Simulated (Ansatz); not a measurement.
A calculation with Ansatz 0.2.0 of Ti (native input, structure typed inline):

input.yaml

```yaml
crystal:
  lattice:
    - [0.0, 1.945316462, 1.945316462]
    - [1.945316462, 0.0, 1.945316462]
    - [1.945316462, 1.945316462, 0.0]
  atoms:
    - { symbol: Ti, position: [0.0, 0.0, 0.0], spin: 1.0 }
hamiltonian:
  xc: r2scan
  pseudopotentials: { kind: paw, source: jth }
  dispersion: rvv10
  hubbard: { sites: [{ species: Ti, l: d, u_eff: 2.0 }], double_counting: amf }
magnetization:
  spin_polarized: true
kpoints:
  mp_grid: { grid: [11, 11, 11] }
scf:
  occupations: { method: tetrahedron }
output:
  forces: true
  stress: true
  write_density: true
  write_potential: true
  elf: true
  volumetric_format: npy
```

Potentials or basis: JTH PAW.

Command:

```console
$ ansatz run input.yaml --threads 1 --pin off --max-ram 2560MiB --backend cpu --events-out ev --progress --plain --runs-dir out
```

The cell isn't the ideal one: volume scaled by 0.88.

This isn't the form of Ti at room conditions, which is hcp.

Problem. Write the same calculation in another form: native input, Cartesian positions.

Solution. As run:

input.yaml

```yaml
crystal:
  lattice:
    - [0.0, 1.945316462, 1.945316462]
    - [1.945316462, 0.0, 1.945316462]
    - [1.945316462, 1.945316462, 0.0]
  atoms:
    - { symbol: Ti, spin: 1.0, position_ang: [0.0, 0.0, 0.0] }
hamiltonian:
  xc: r2scan
  pseudopotentials: { kind: paw, source: jth }
  dispersion: rvv10
  hubbard: { sites: [{ species: Ti, l: d, u_eff: 2.0 }], double_counting: amf }
magnetization:
  spin_polarized: true
kpoints:
  mp_grid: { grid: [11, 11, 11] }
scf:
  occupations: { method: tetrahedron }
output:
  forces: true
  stress: true
  write_density: true
  write_potential: true
  elf: true
  volumetric_format: npy
```

Potentials or basis: JTH PAW.

Run with:

```bash
$ ansatz run input.yaml --threads 1 --pin off --max-ram 2560MiB --backend cpu --events-out ev --progress --plain --runs-dir out
```

Both were run:

|  | native input, structure typed inline | native input, Cartesian positions |
| --- | --- | --- |
| Pressure | 23.8 GPa | 23.8 GPa |
| Band gap on the k mesh | none (metal or under the smearing width) | none (metal or under the smearing width) |
| Net moment | 0.00 μB per cell | 0.00 μB per cell |
| Absolute moment | 0.00 μB per cell | 0.00 μB per cell |

Keys that steer only the numerical path or the files written may differ.

Caveat: the magnetic or orbital state may not be the lowest; the U is typed as a test and isn't derived for this compound; with tetrahedron occupations forces and stress needn't match the slope of the energy; the starting moments weren't kept.
